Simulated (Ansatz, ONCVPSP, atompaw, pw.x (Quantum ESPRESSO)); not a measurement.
## Which H potential is closest to all-electron in the fcc crystal?

All use PBE, scalar-relativistic, no spin, cutoffs from each file’s atomic test, pw.x 7.5; 18³ k-points, Fermi–Dirac smearing 0.01 Ry. Δ is the rms difference from all-electron LAPW of the E(V) curves that follow from fits to the pressures, over ±6 % in volume. Mesh and smearing are coarse and serve the comparison alone. The files are a selection: those with a ghost or negative overlap were mostly not run, and those with noisy or unconverged pressures or nearly equal Δ are left out.

All-electron: a0 = 2.282 Å (V0 = 2.97 Å³/atom), B0 = 107.9 GPa.

(1) Rank them by Δ, smallest first.
A. PAW, atompaw 4.2.0.5, PBE; core none, reference 1s1; waves: 1s (bound): rc 1.30 bohr; 1s channel at 0.25 Ry: rc 1.30 bohr; 2p channel at 0.5 Ry: rc 1.30 bohr; local part: bessel scheme, radius 1.20 bohr; core correction: none; augmentation: sinc compensation charge, radius 1.15 bohr; PAW radius 1.30 bohr; waves and projectors: custom rrkj gramschmidtortho.
B. optimised norm-conserving Vanderbilt (ONCV), ONCVPSP 4.0.1.1 (patched build), PBE; core none, reference 1s1; waves: 1s: rc 1.05 bohr, ncon 3, nbas 7, qcut 5.9 1/bohr, 1 projector; p scattering state at 0.31 Ha: rc 0.80 bohr, ncon 4, nbas 7, qcut 11.9 1/bohr, 2 projectors, debl 2.2 Ha; local part: polynomial inside 0.80 bohr (lpopt 4, dvloc0 0 Ha); core correction: none.
C. PAW, atompaw 4.2.0.5, PBE; core none, reference 1s1; waves: 1s (bound): rc 1.25 bohr; 1s channel at 0.55 Ry: rc 1.25 bohr; 2p channel at 0.35 Ry: rc 1.25 bohr; 2p channel at 2 Ry: rc 1.25 bohr; local part: bessel scheme, radius 1.00 bohr; core correction: none; augmentation: besselshape compensation charge, radius 1.00 bohr; PAW radius 1.25 bohr; waves and projectors: custom rrkj gramschmidtortho.

## Answers

(1) C (0.1 meV/atom), A (0.3 meV/atom), B (0.6 meV/atom).
